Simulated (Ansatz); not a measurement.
**Band structure of H**

```
H
1.0
     3.78200    0.00000    0.00000
    -1.89100    3.27531    0.00000
     0.00000    0.00000    6.16700
H
4
Direct
  0.33333 0.66667 0.12300
  0.66667 0.33333 0.62300
  0.33333 0.66667 0.37700
  0.66667 0.33333 0.87700
```

Atoms are numbered in the order listed.

The geometry is COD entry 9013073, unchecked; take it as a test cell.

Level of theory: Ansatz 0.2.0, DFT, PBE, all-electron LAPW, scalar-relativistic.

Numerical set-up: a Γ-centred 8×8×5 k mesh, Fermi–Dirac smearing of 0.01 eV, basis error target 0.5 meV/atom, no spin polarisation.

Points in fractions of the reciprocal vectors of this cell: Γ (0, 0, 0), M (0.5, 0, 0), K (0.333, 0.333, 0), A (0, 0, 0.5), L (0.5, 0, 0.5), H (0.333, 0.333, 0.5). The path joins them by straight lines in the order Γ–M–K–Γ–A–L–H–A–L; legs that retrace an earlier one aren't tabulated. Energies are in eV from the top of the valence band.

**Question.** Metal or insulator at this level of theory?

**Answer.** An insulator or semiconductor: gap 1.67 eV, indirect from the line K (0.333, 0.333, 0)–Γ to Γ (the direct gap is only 0.02 eV larger).

**Question.** Tabulate bands 1 to 4, counted from the lowest band of the run, along the path.

**Answer.** 
| k (1/Å) | point | band 1 | band 2 | band 3 | band 4 |
| --- | --- | --- | --- | --- | --- |
| 0.00 | Γ | -2.32 | -0.02 | 1.67 | 6.00 |
| 0.24 |  | -2.19 | -0.01 | 1.82 | 5.87 |
| 0.48 |  | -1.83 | -0.01 | 2.24 | 5.49 |
| 0.72 |  | -1.34 | -0.12 | 2.84 | 4.91 |
| 0.96 | M | -1.02 | -0.28 | 3.26 | 4.50 |
| 1.10 |  | -0.99 | -0.29 | 3.31 | 4.47 |
| 1.24 |  | -0.89 | -0.33 | 3.44 | 4.38 |
| 1.37 |  | -0.75 | -0.42 | 3.65 | 4.20 |
| 1.51 | K | -0.57 | -0.57 | 3.93 | 3.93 |
| 1.79 |  | -1.07 | -0.22 | 3.19 | 4.63 |
| 2.07 |  | -1.68 | -0.02 | 2.42 | 5.34 |
| 2.34 |  | -2.15 | 0.00 | 1.87 | 5.83 |
| 2.62 | Γ | -2.32 | -0.02 | 1.67 | 6.00 |
| 2.75 |  | -2.27 | -0.25 | 1.96 | 5.83 |
| 2.88 |  | -2.13 | -0.70 | 2.57 | 5.39 |
| 3.00 |  | -1.89 | -1.16 | 3.30 | 4.76 |
| 3.13 | A | -1.56 | -1.56 | 4.05 | 4.05 |
| 3.37 |  | -1.45 | -1.45 | 4.02 | 4.02 |
| 3.61 |  | -1.16 | -1.16 | 3.93 | 3.93 |
| 3.85 |  | -0.82 | -0.82 | 3.76 | 3.76 |
| 4.09 | L | -0.66 | -0.66 | 3.65 | 3.65 |
| 4.23 |  | -0.64 | -0.64 | 3.66 | 3.66 |
| 4.37 |  | -0.60 | -0.60 | 3.67 | 3.67 |
| 4.50 |  | -0.56 | -0.56 | 3.68 | 3.68 |
| 4.64 | H | -0.53 | -0.53 | 3.68 | 3.68 |
| 4.92 |  | -0.67 | -0.67 | 3.73 | 3.73 |
| 5.20 |  | -1.05 | -1.05 | 3.89 | 3.89 |
| 5.47 |  | -1.42 | -1.42 | 4.02 | 4.02 |
| 5.75 | A | -1.56 | -1.56 | 4.05 | 4.05 |

Kohn–Sham gaps of semilocal functionals usually fall short of measured ones.
